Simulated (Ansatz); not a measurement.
# Transmission past a defect: (4,0) C nanotube, N in place of one C, part 3 of 5

What does the defect do to the conductance?

Ansatz 0.2.0; DFT PBE, plane waves, PAW; relaxation of a wire's period (the session's first sound run).

So far, channels at the energy nearest the Fermi level, one spin: step 3 (the perfect wire) 3.

### Step 4. Relaxing the junction

This step: DFT PBE, plane waves, PAW; relaxation of a junction in a wire, ends held (Ansatz 0.2.0).

System of this step: (4,0) C nanotube, N in place of one C. The cell holds 112 atoms: 111 C and 1 N. Its edges and angles: a = 9.932 Å, b = 9.932 Å, c = 29.514 Å, α = 90.0°, β = 90.0°, γ = 90.0°. Regions: held atoms, 64 atoms (64 C); free atoms, 48 atoms (47 C and 1 N). Vacuum lies along a and b. The structure's axis is c.

48 atoms at the defect are free to relax, while 64 stay where the perfect wire has them, so that the ends still repeat as a lead. The cutoff is set under the files' recommended one to save time.

input.yaml reads:

```yaml
crystal:
  lattice:
    - [9.932, 0.0, 0.0]
    - [0.0, 9.932, 0.0]
    - [0.0, 0.0, 29.5143822369]
  atoms:
    - { symbol: C, position: [0.330192775, 0.499977252, 0.00029528] }
    - { symbol: C, position: [0.499977252, 0.669761728, 0.00029528] }
    - { symbol: C, position: [0.499977252, 0.330192775, 0.00029528] }
    - { symbol: C, position: [0.669761728, 0.499977252, 0.00029528] }
    - { symbol: C, position: [0.330192775, 0.499977252, 0.047323768] }
    - { symbol: C, position: [0.499977252, 0.669761728, 0.047323768] }
    - { symbol: C, position: [0.499977252, 0.330192775, 0.047323768] }
    - { symbol: C, position: [0.669761728, 0.499977252, 0.047323768] }
    - { symbol: C, position: [0.37990611, 0.620048393, 0.071729675] }
    - { symbol: C, position: [0.37990611, 0.37990611, 0.071729675] }
    - { symbol: C, position: [0.620048393, 0.620048393, 0.071729675] }
    - { symbol: C, position: [0.620048393, 0.37990611, 0.071729675] }
    - { symbol: C, position: [0.37990611, 0.620048393, 0.118746516] }
    - { symbol: C, position: [0.37990611, 0.37990611, 0.118746516] }
    - { symbol: C, position: [0.620048393, 0.620048393, 0.118746516] }
    - { symbol: C, position: [0.620048393, 0.37990611, 0.118746516] }
    - { symbol: C, position: [0.330192775, 0.499977252, 0.143152422] }
    - { symbol: C, position: [0.499977252, 0.669761728, 0.143152422] }
    - { symbol: C, position: [0.499977252, 0.330192775, 0.143152422] }
    - { symbol: C, position: [0.669761728, 0.499977252, 0.143152422] }
    - { symbol: C, position: [0.330192775, 0.499977252, 0.190180911] }
    - { symbol: C, position: [0.499977252, 0.669761728, 0.190180911] }
    - { symbol: C, position: [0.499977252, 0.330192775, 0.190180911] }
    - { symbol: C, position: [0.669761728, 0.499977252, 0.190180911] }
    - { symbol: C, position: [0.37990611, 0.620048393, 0.214586818] }
    - { symbol: C, position: [0.37990611, 0.37990611, 0.214586818] }
    - { symbol: C, position: [0.620048393, 0.620048393, 0.214586818] }
    - { symbol: C, position: [0.620048393, 0.37990611, 0.214586818] }
    - { symbol: C, position: [0.37990611, 0.620048393, 0.261603659] }
    - { symbol: C, position: [0.37990611, 0.37990611, 0.261603659] }
[... 19 lines left out ...]
    - { symbol: "N", position: [0.499977252, 0.669761728, 0.428866708], spin: 0.3 }
[... 54 lines left out ...]
    - { symbol: C, position: [0.37990611, 0.620048393, 0.928872532] }
    - { symbol: C, position: [0.37990611, 0.37990611, 0.928872532] }
    - { symbol: C, position: [0.620048393, 0.620048393, 0.928872532] }
    - { symbol: C, position: [0.620048393, 0.37990611, 0.928872532] }
    - { symbol: C, position: [0.37990611, 0.620048393, 0.975889373] }
    - { symbol: C, position: [0.37990611, 0.37990611, 0.975889373] }
    - { symbol: C, position: [0.620048393, 0.620048393, 0.975889373] }
    - { symbol: C, position: [0.620048393, 0.37990611, 0.975889373] }
magnetization:
  spin_polarized: true
kpoints:
  mp_grid: { grid: [1, 1, 1] }
scf:
  occupations: { method: fermi_dirac, width: 0.1 }
hamiltonian:
  xc: pbe
relax:
  constraints:
    - { sites: [0, 1, 2, 3, 4, 5, 6, 7, 8, 9, 10, 11, 12, 13, 14, 15, 16, 17, 18, 19, 20, 21, 22, 23, 24, 25, 26, 27, 28, 29, 30, 31, 80, 81, 82, 83, 84, 85, 86, 87, 88, 89, 90, 91, 92, 93, 94, 95, 96, 97, 98, 99, 100, 101, 102, 103, 104, 105, 106, 107, 108, 109, 110, 111] }
  f_tol: 0.06
  max_steps: 35
basis:
  ecutwfc: "350 eV"
```

Run with:

```console
$ ansatz run input.yaml --threads 4 --pin off --max-ram 16384MiB --backend cpu --events-out ev --progress --plain --runs-dir out
```

Numbers of over 12 decimals in the logs are rounded to 6 here.

The program printed:

```text
[...]
Crystal: 112 atoms, lattice volume = 2911.435 Å³
Basis set: ecut = 350 eV, 43279 PW (Γ), exchange–correlation on 128×128×384 points (8 copies of the dense FFT grid, shifted against one another)
Bands: 337, of which v1, the nominal top of the filled ones, is band 225 counted from 1 (224 counted from 0)
Symmetry: 2 space group operations
[...]
k-points: 1
[...]
Starting moments: Σ|m| = 0.3 μB on 1 of 112 sites
[...]
SCF iter   1: F=—  HF=-28207.072709 eV  |F-HF|=—  |Δ(HF+E_count)|=         —  Δρ=3.58e-2 (↑3.57e-2 ↓3.58e-2)  dr2=1.50e2  dr2_m=3.26e-2  M=0.007 μB ∫|m|=0.104 μB  β_m=0.30  ethr=3.10e-3  ⟨swp⟩=6.0  Hψ=3143  notcnv=0  defer=108
[...]
spin=Collinear: Resta preconditioning applied to the charge; magnetization (m = ρ↑ − ρ↓) channel mixes plain (no charge-response kernel on spin).
SCF iter   2: F=—  HF=-28174.158472 eV  |F-HF|=—  |Δ(HF+E_count)|=    3.29e1  Δρ=2.35e-2 (↑2.34e-2 ↓2.35e-2)  dr2=9.50e1  dr2_m=1.94e-2  M=0.007 μB ∫|m|=0.080 μB  β_m=0.30  ethr=3.10e-3  ⟨swp⟩=3.0  Hψ=1224  notcnv=0  defer=186
[...]
SCF iter   8: F=—  HF=-28152.900747 eV  |F-HF|=—  |Δ(HF+E_count)|=   1.00e-2  Δρ=1.18e-3 (↑1.18e-3 ↓1.15e-3)  dr2=3.79e-1  dr2_m=8.50e-4  M=-0.000 μB ∫|m|=0.026 μB  β_m=0.30  ethr=2.03e-4  ⟨swp⟩=2.0  Hψ=598  notcnv=0  defer=180
[...]
spin-set hold released at iteration 8 (site moments contracting): the magnetisation degrees of freedom join the quasi-Newton model from the next iteration; the mixer history was flushed
SCF iter   9: F=—  HF=-28153.018060 eV  |F-HF|=—  |Δ(HF+E_count)|=   1.17e-1  Δρ=1.30e-3 (↑1.28e-3 ↓1.30e-3)  dr2=3.35e0  dr2_m=5.10e-4  M=-0.000 μB ∫|m|=0.022 μB  β_m=0.11  ethr=8.44e-5  ⟨swp⟩=2.0  Hψ=1528  notcnv=0  defer=180  recentre
[...]
SCF iter  21: F=-28152.896518 eV  HF=-28152.896519 eV  |F-HF|=6.09e-7  |Δ(HF+E_count)|=   3.07e-6  Δρ=4.52e-6 (↑4.52e-6 ↓4.35e-6)  dr2=1.25e-6  dr2_m=3.60e-7  M=-0.000 μB ∫|m|=0.003 μB  ethr=2.02e-9  ⟨swp⟩=1.0  Hψ=1236  notcnv=0
WARN: the starting moments were not kept: the SCF closed with an absolute magnetisation of 2.7e-3 μB, where they sum to 0.3 μB in size (1 site). That is at most 0.1 of that sum. Measured as dr2_m measures the in/out step, that magnetisation stands 2.5e-7 eV from none, at or under the dr2_threshold of 9.0e-5 eV: it is no larger than a step whose dr2_m would equal this threshold. The system may hold no moment; this SCF [...]
SCF 1 converged in 21 iterations: F = -28152.896518 eV  dr2 = 1.25e-6
[...]
relax step   1: F+E_penalty+E_count = -28152.89651818 eV  Δ(F+E_penalty+E_count) = +0.000e0 eV  max|allowed force component| = 7.437e-1 eV/Å  Δτ_max = 0.0000 Å  (21 SCF iters, dr2 threshold 9.00e-5 eV, accepted)
[...]
Starting moments: Σ|m| = 0.3 μB on 1 of 112 sites; this step starts from the density that it was given
[...]
SCF iter  10: F=-28152.994699 eV  HF=-28152.994700 eV  |F-HF|=1.08e-6  |Δ(HF+E_count)|=   2.48e-6  Δρ=1.01e-5 (↑9.67e-6 ↓1.01e-5)  dr2=7.37e-6  dr2_m=1.27e-7  M=0.000 μB ∫|m|=0.001 μB  ethr=7.70e-9  ⟨swp⟩=2.5  Hψ=1803  notcnv=0
the starting moments were not kept: the SCF closed with an absolute magnetisation of 5.9e-4 μB, where they sum to 0.3 μB in size (1 site). That is at most 0.1 of that sum. Measured as dr2_m measures the in/out step, that magnetisation stands 1.4e-8 eV from none, at or under the dr2_threshold of 3.5e-5 eV: it is no larger than a step whose dr2_m would equal this threshold.
SCF 2 converged in 10 iterations: F = -28152.994699 eV  dr2 = 7.37e-6
[...]
relax step   2: F+E_penalty+E_count = -28152.99469884 eV  Δ(F+E_penalty+E_count) = -9.818e-2 eV  max|allowed force component| = 2.591e-1 eV/Å  Δτ_max = 0.0640 Å  (10 SCF iters, dr2 threshold 3.46e-5 eV, accepted)
SCF iter   1: F=—  HF=-28153.022062 eV  |F-HF|=—  |Δ(HF+E_count)|=         —  Δρ=8.40e-4 (↑8.32e-4 ↓8.40e-4)  dr2=5.37e-2  dr2_m=4.75e-5  M=-0.000 μB ∫|m|=0.003 μB  β_m=0.30  ethr=1.07e-4  ⟨swp⟩=4.0  Hψ=1754  notcnv=0  defer=176
[...]
SCF iter  10: F=-28153.009333 eV  HF=-28153.009336 eV  |F-HF|=2.98e-6  |Δ(HF+E_count)|=   5.38e-7  Δρ=4.46e-6 (↑4.23e-6 ↓4.46e-6)  dr2=4.17e-6  dr2_m=4.11e-8  M=0.000 μB ∫|m|=0.000 μB  ethr=9.35e-10  ⟨swp⟩=3.0  Hψ=1582  notcnv=0
[...]
SCF 3 converged in 10 iterations: F = -28153.009333 eV  dr2 = 4.17e-6
[...]
relax step   3: F+E_penalty+E_count = -28153.00933338 eV  Δ(F+E_penalty+E_count) = -1.463e-2 eV  max|allowed force component| = 3.107e-2 eV/Å  Δτ_max = 0.0273 Å  (10 SCF iters, dr2 threshold 4.20e-6 eV, accepted)
[...]
SCF iter   7: F=-28153.009336 eV  HF=-28153.009336 eV  |F-HF|=1.26e-9  |Δ(HF+E_count)|=   7.84e-9  Δρ=3.18e-7 (↑3.18e-7 ↓2.60e-7)  dr2=9.34e-9  dr2_m=7.59e-10  M=0.000 μB ∫|m|=0.000 μB  ethr=2.23e-11  ⟨swp⟩=3.0  Hψ=1503  notcnv=0
[...]
SCF 4 converged in 7 iterations: F = -28153.009336 eV  dr2 = 9.34e-9
relax step   4: F+E_penalty+E_count = -28153.00933648 eV  Δ(F+E_penalty+E_count) = -3.100e-6 eV  max|allowed force component| = 3.104e-2 eV/Å  Δτ_max = 0.0000 Å  (7 SCF iters, accepted)
SCF converged after 7 iterations
Magnetization: 0.0000 μB (224.5000 up, 224.5000 down)
Absolute magnetization: 0.0001 μB (∫|ρ↑−ρ↓|, with the PAW one-centre terms)
[...]
Per-site moments (μB) at R_I (Å): [(-1.0820546792165279e-7, 0.572557), (3.2759797365777694e-7, 0.572557), (-2.733053744156003e-7, 0.572557), (-1.0820546794030777e-7, 0.572557), (1.7310734830754917e-7, 0.572557), (-1.689597559458566e-7, 0.572557), (3.557861976362845e-7, 0.572557), (1.7310734830457723e-7, 0.572557), (1.7963701021879756e-8, 0.572415), (-4.6068602104244566e-7, 0.572415), (1.7963700989236056e-8, 0.572415) [...]
Free energy (F): -28153.009336 eV
[...]
Internal energy: -28152.547683 eV  (E = F + TS)
E sigma→0 (E₀):  -28152.778510 eV
Entropy (-TS):   -0.461653 eV (-4.122 meV/atom)
Fermi energy:    -1.701258 eV
[...]
--- Forces (eV/Å), atoms counted from 1 ---
  atom   1  C      0.03329175    -0.01080205    -0.05965827
  atom   2  C      0.00000000    -0.04009821    -0.06240980
  atom   3  C      0.00000000     0.04842947    -0.08942840
  atom   4  C     -0.03329175    -0.01080205    -0.05965827
  atom   5  C      0.02665219     0.00377536     0.05906434
  atom   6  C      0.00000000    -0.03974601     0.07423017
  atom   7  C      0.00000000     0.03393504     0.08552959
  atom   8  C     -0.02665219     0.00377536     0.05906434
  atom   9  C      0.01373031    -0.02599113    -0.06359812
  atom  10  C      0.03383264     0.02660070    -0.08003087
  atom  11  C     -0.01373031    -0.02599113    -0.06359812
  atom  12  C     -0.03383264     0.02660070    -0.08003087
  atom  13  C      0.02689776    -0.02009225     0.06941778
  atom  14  C      0.02552414     0.02616918     0.07655862
  atom  15  C     -0.02689776    -0.02009225     0.06941778
  atom  16  C     -0.02552414     0.02616918     0.07655862
  atom  17  C      0.02420771    -0.00114005    -0.05544516
  atom  18  C      0.00000000    -0.03142479    -0.08474732
  atom  19  C      0.00000000     0.05063048    -0.10260225
  atom  20  C     -0.02420771    -0.00114005    -0.05544516
  atom  21  C      0.03517616    -0.01429761     0.05231011
  atom  22  C      0.00000000    -0.03195567     0.09872726
  atom  23  C      0.00000000     0.06699708     0.11344754
  atom  24  C     -0.03517616    -0.01429761     0.05231011
  atom  25  C      0.03211903    -0.01669030    -0.05278365
  atom  26  C      0.00119875     0.07463548    -0.12611052
  atom  27  C     -0.03211903    -0.01669030    -0.05278365
  atom  28  C     -0.00119875     0.07463548    -0.12611052
  atom  29  C      0.02377815    -0.06796656     0.33675870
  atom  30  C      0.07702275    -0.01146472    -0.00207827
  atom  31  C     -0.02377815    -0.06796656     0.33675870
  atom  32  C     -0.07702275    -0.01146472    -0.00207827
  atom  33  C      0.00063522    -0.00904754    -0.00133212
  atom  34  C      0.00000000    -0.00755873    -0.01230265
  atom  35  C      0.00000000    -0.00649239    -0.00243382
  atom  36  C     -0.00063522    -0.00904754    -0.00133212
  atom  37  C     -0.00230389     0.00147883     0.00393120
  atom  38  C      0.00000000    -0.00776269     0.00872994
  atom  39  C      0.00000000    -0.00360656     0.00872674
  atom  40  C      0.00230389     0.00147883     0.00393120
[...]
atom 101  C      0.03586225     0.00097440     0.07224488
  atom 102  C      0.00000000    -0.03243007     0.07349777
  atom 103  C      0.00000000     0.04178774     0.06705350
  atom 104  C     -0.03586225     0.00097440     0.07224488
  atom 105  C      0.02607842    -0.04321713    -0.07471950
  atom 106  C      0.02463017     0.02993656    -0.08363119
  atom 107  C     -0.02607842    -0.04321713    -0.07471950
  atom 108  C     -0.02463017     0.02993656    -0.08363119
  atom 109  C      0.02467069    -0.02665282     0.07719544
  atom 110  C      0.02329291     0.02644185     0.08439829
  atom 111  C     -0.02467069    -0.02665282     0.07719544
  atom 112  C     -0.02329291     0.02644185     0.08439829
  max |Σ_I F_I| component: 1.87e-4 eV/Å
--- Relaxed structure (4 steps of the walk, 4 accepted, 0 SCFs on fresh bases) ---
  F+E_penalty+E_count = -28153.00933648 eV   max|allowed force component| = 3.104e-2 eV/Å
  atoms:
    - { symbol: C, position: [0.330192775125, 0.499977, 0.00029528] }
    - { symbol: C, position: [0.499977251625, 0.669761728, 0.00029528] }
    - { symbol: C, position: [0.499977251625, 0.330192775, 0.00029528] }
    - { symbol: C, position: [0.669761728125, 0.499977, 0.00029528] }
    - { symbol: C, position: [0.330192775125, 0.499977, 0.047324] }
    - { symbol: C, position: [0.499977251625, 0.669761728, 0.047324] }
    - { symbol: C, position: [0.499977251625, 0.330192775, 0.047324] }
    - { symbol: C, position: [0.669761728125, 0.499977, 0.047324] }
    - { symbol: C, position: [0.379906110125, 0.620048393, 0.071730] }
    - { symbol: C, position: [0.379906110125, 0.37990611, 0.071730] }
    - { symbol: C, position: [0.620048393125, 0.620048393, 0.071730] }
    - { symbol: C, position: [0.620048393125, 0.37990611, 0.071730] }
    - { symbol: C, position: [0.379906110125, 0.620048393, 0.118746516] }
    - { symbol: C, position: [0.379906110125, 0.37990611, 0.118746516] }
    - { symbol: C, position: [0.620048393125, 0.620048393, 0.118746516] }
    - { symbol: C, position: [0.620048393125, 0.37990611, 0.118746516] }
    - { symbol: C, position: [0.330192775125, 0.499977, 0.143152422] }
    - { symbol: C, position: [0.499977251625, 0.669761728, 0.143152422] }
    - { symbol: C, position: [0.499977251625, 0.330192775, 0.143152422] }
    - { symbol: C, position: [0.669761728125, 0.499977, 0.143152422] }
    - { symbol: C, position: [0.330192775125, 0.499977, 0.190180911] }
    - { symbol: C, position: [0.499977251625, 0.669761728, 0.190180911] }
    - { symbol: C, position: [0.499977251625, 0.330192775, 0.190180911] }
    - { symbol: C, position: [0.669761728125, 0.499977, 0.190180911] }
    - { symbol: C, position: [0.379906110125, 0.620048393, 0.214587] }
    - { symbol: C, position: [0.379906110125, 0.37990611, 0.214587] }
    - { symbol: C, position: [0.620048393125, 0.620048393, 0.214587] }
    - { symbol: C, position: [0.620048393125, 0.37990611, 0.214587] }
    - { symbol: C, position: [0.379906110125, 0.620048393, 0.261603659] }
    - { symbol: C, position: [0.379906110125, 0.37990611, 0.261603659] }
    - { symbol: C, position: [0.620048393125, 0.620048393, 0.261603659] }
    - { symbol: C, position: [0.620048393125, 0.37990611, 0.261603659] }
    - { symbol: C, position: [0.330702, 0.499691, 0.286203] }
    - { symbol: C, position: [0.499977251625, 0.669103, 0.286318] }
    - { symbol: C, position: [0.499977251625, 0.329283, 0.285583] }
    - { symbol: C, position: [0.669252, 0.499691, 0.286203] }
    - { symbol: C, position: [0.330609, 0.497858, 0.333348] }
    - { symbol: C, position: [0.499977251625, 0.668486, 0.333579] }
    - { symbol: C, position: [0.499977251625, 0.327565, 0.332542] }
    - { symbol: C, position: [0.669345, 0.497858, 0.333348] }
[...]
- { symbol: N, position: [0.499977251625, 0.664607, 0.428438] }
[...]
- { symbol: C, position: [0.330192775125, 0.499977, 0.904466625] }
    - { symbol: C, position: [0.499977251625, 0.669761728, 0.904466625] }
    - { symbol: C, position: [0.499977251625, 0.330192775, 0.904466625] }
    - { symbol: C, position: [0.669761728125, 0.499977, 0.904466625] }
    - { symbol: C, position: [0.379906110125, 0.620048393, 0.928872532] }
    - { symbol: C, position: [0.379906110125, 0.37990611, 0.928872532] }
    - { symbol: C, position: [0.620048393125, 0.620048393, 0.928872532] }
    - { symbol: C, position: [0.620048393125, 0.37990611, 0.928872532] }
    - { symbol: C, position: [0.379906110125, 0.620048393, 0.975889] }
    - { symbol: C, position: [0.379906110125, 0.37990611, 0.975889] }
    - { symbol: C, position: [0.620048393125, 0.620048393, 0.975889] }
    - { symbol: C, position: [0.620048393125, 0.37990611, 0.975889] }
```

Run time: 2.8 min. Hardware: 4 threads of Arm Neoverse V1, shared host; peak memory 3.8 GiB.

Step by step:

| step | energy less that of the first step (eV) | largest force component (eV/Å) |
| --- | --- | --- |
| 1 | 0.0000 | 0.7437 |
| 2 | -0.0982 | 0.2591 |
| 3 | -0.1128 | 0.0311 |
| 4 | -0.1128 | 0.0310 |

Forces are held to the 2 operations that the run works with; a distortion that breaks them can't arise in this run.

The atoms that moved most (Å):

| atom | dx | dy | dz | length |
| --- | --- | --- | --- | --- |
| C54 | 0.000 | -0.085 | -0.033 | 0.091 |
| C45 | 0.016 | -0.077 | 0.015 | 0.080 |
| C47 | -0.016 | -0.077 | 0.015 | 0.080 |
| C49 | 0.015 | -0.069 | -0.003 | 0.070 |
| C52 | -0.015 | -0.069 | -0.003 | 0.070 |
| C46 | 0.005 | -0.064 | -0.011 | 0.065 |
| C48 | -0.005 | -0.064 | -0.011 | 0.065 |
| C51 | 0.000 | -0.061 | -0.007 | 0.062 |

This step gave:

```
energy at zero smearing : -28152.7785 eV
```

The largest force component on a free atom ends at 0.031 eV/Å, under the limit of 0.06. N ends nearest to C at 1.37 Å, C at 1.46 Å and C at 1.46 Å.

(Part 3 of 5 ends here.)

[Logs are printed without paths, hosts, clocks, repeated set-up lines and the standing remarks that a program may print on its own settings, such as how far it seeks lower states.]

[Hosts, paths, dates, database ids (printed as entryN), source tags and the programs' standing remarks are cut or masked in the printed files.]
